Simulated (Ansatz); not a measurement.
Ni under changes of volume

One of the cells (10.569 Å³/atom); the others are scaled copies at fixed shape and fractional positions:

```
CELL_PARAMETERS angstrom
2.44802 0.00000 0.00000
-1.22401 2.12005 0.00000
0.00000 0.00000 4.07281
ATOMIC_POSITIONS crystal
Ni 0.66667 0.33333 0.75000
Ni 0.33333 0.66667 0.25000
```

This isn't the form of Ni at room conditions, which is fcc.

- Program: Ansatz 0.2.0
- Functional: HSE06
- Potentials or basis: Ansatz PAW
- Cutoff: 420 eV (not typed: the program's choice for these potentials)
- k mesh: 8 × 8 × 4
- Occupations: fermi-dirac, width 0.05 eV
- Spin: collinear spin, ferromagnetic start
- Starting moments: [1.0, 1.0] μB

```tsv
volume (Å³/atom)	energy over the lowest point (meV/atom)	pressure (GPa)	moment (μB per cell)
9.935	109.91	26.5	1.56
10.146	78.73	21.0	1.56
10.357	54.40	16.2	1.56
10.569	?	?	?
10.780	13.35	11.9	1.57
10.992	0.00	8.4	1.58
```

Task: What does the run at 10.569 Å³/atom give?

Result: Energy over the lowest point 32.05 meV/atom; pressure 15.4 GPa; moment 1.56 μB per cell.

Worked out: A Birch-Murnaghan fit of order 3 (a polynomial in V^(-2/3)) to the other rows has no minimum within the range. It gives 31.63 meV/atom at 10.569 Å³/atom, against the run's 32.05, and -dE/dV = 15.0 GPa, against 15.4. A straight line through the other rows of the moment, of slope 0.0187 μB per Å³/atom, gives 1.57 μB, against the run's 1.56.

Energies are extrapolated to zero smearing.

Caveats: all runs use coarse meshes; the magnetic or orbital state may not be the lowest; the PAW data sets come from PBE, with cores solved anew for the run's functional, which leaves a small shift of forces and pressure; the thresholds are loose for stress.
